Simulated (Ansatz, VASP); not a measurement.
## Two plane-wave programs on Be

The input INCAR:

```
SYSTEM = Be
PREC     = Accurate       ! precision mode
ENCUT    = 520            ! plane-wave cutoff, eV
EDIFF    = 1E-6           ! SCF threshold, eV
ISMEAR   = 0              ! smearing method
SIGMA    = 0.15           ! smearing width, eV
LREAL    = .FALSE.        ! projectors in reciprocal space
LASPH    = .TRUE.         ! aspherical terms in the spheres
NELM     = 60             ! most SCF steps
ALGO     = Normal         ! electronic algorithm
ISIF     = 2              ! what is computed and relaxed
LWAVE    = .FALSE.        ! write WAVECAR
LCHARG   = .FALSE.        ! write CHGCAR
GGA      = PE             ! functional
NBANDS   = 9              ! bands
```

Contents of KPOINTS:

```
Automatic mesh
0
G
  24 24 14
  0 0 0
```

File POSCAR:

```
Be
1.0
    2.4144770842      0.0000000000      0.0000000000
   -1.2072385421      2.0909984917      0.0000000000
    0.0000000000      0.0000000000      3.6009000000
Be
2
Direct
    0.3333333333      0.6666666667      0.2500000000
    0.6666666667      0.3333333333      0.7500000000
```

Input for Ansatz:

```yaml
crystal:
  lattice:
    - [2.4144770842, 0.0, 0.0]
    - [-1.2072385421, 2.0909984917, 0.0]
    - [0.0, 0.0, 3.6009]
  atoms:
    - { symbol: Be, position: [0.3333333333, 0.6666666667, 0.25] }
    - { symbol: Be, position: [0.6666666667, 0.3333333333, 0.75] }
basis:
  ecutwfc: 420
kpoints:
  mp_grid: { grid: [24, 24, 14] }
hamiltonian:
  xc: pbe
scf:
  occupations: { method: gaussian, width: 0.15 }
output:
  forces: true
  stress: true
  eigenvalues: true
```

Change from the starting cell: strain +0.050 along x and y, +0.000 along z, atoms carried along.

Alike in both runs: task single point; functional PBE; k mesh 24 × 24 × 14; occupations gaussian, width 0.15 eV; no spin polarisation.

```csv
,VASP,Ansatz
version,VASP 6.6.1,Ansatz 0.2.0
potentials or method,"VASP PAW PBE potentials, release 64 (Be)","scalar-relativistic, plane waves, PAW"
plane-wave cutoff (eV),520,420
valence electrons in the cell,4,4
```

|  | VASP | Ansatz | Ansatz less VASP |
| --- | --- | --- | --- |
| gap on the k mesh at the Fermi level (eV) | none | none | - |
| pressure (GPa) | -12.8 | -12.8 | -0.09 |
| largest component of the traceless stress (GPa) | 7.19 | 7.16 | -0.029 |

A gap of «none» marks a metal or a gap that the smearing closes.
